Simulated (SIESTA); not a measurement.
**GaN in SIESTA: the effect of pseudo set**

Crystal: GaN.

```
Ga N
1.0
     3.18000    0.00000    0.00000
    -1.59000    2.75396    0.00000
     0.00000    0.00000    5.16600
Ga N
2 2
Direct
  0.66667 0.33333 0.50000
  0.33333 0.66667 0.00000
  0.66667 0.33333 0.87500
  0.33333 0.66667 0.37500
```

Alike in all runs:

| Item | Value |
| --- | --- |
| Program | SIESTA 5.4.2 |
| Task | band structure |
| Functional | PBE |
| Basis | DZP (energy shift 0.003 Ry; two zetas on semicore shells) |
| Grid cutoff | 800 Ry |
| Energy shift | 0.003 Ry |
| k mesh | 10 × 10 × 5 |
| Occupations | fermi-dirac, width 0.05 eV |
| Spin | no spin polarisation |

Problem. One run gave: gap on the mesh 2.40 eV; pressure 5.6 GPa. Which pseudo set did it use?
A. Ansatz NC
B. SPMS 1.0
C. PseudoDojo 0.4 standard
D. PseudoDojo 0.5 standard
E. PseudoDojo 0.4 stringent

Solution. E.

```tsv
pseudo set	gap on the mesh (eV)	pressure (GPa)
PseudoDojo 0.4 standard	2.06	10.0
PseudoDojo 0.4 stringent	2.40	5.6
PseudoDojo 0.5 standard	2.06	10.0
SG15 1.2	2.04	11.0
SPMS 1.0	2.05	10.9
Ansatz NC	2.05	11.0
```

Caveats: the basis of atomic orbitals isn't converged, which shifts pressures, moduli and gaps; short orbitals over semicore shells can move pressures by several GPa (some runs); the valence orbitals were made in a potential fitted to the semicore shell under them, which widens gaps by tenths of an eV or more (some runs).

The runs don't all hold the same shells in valence.
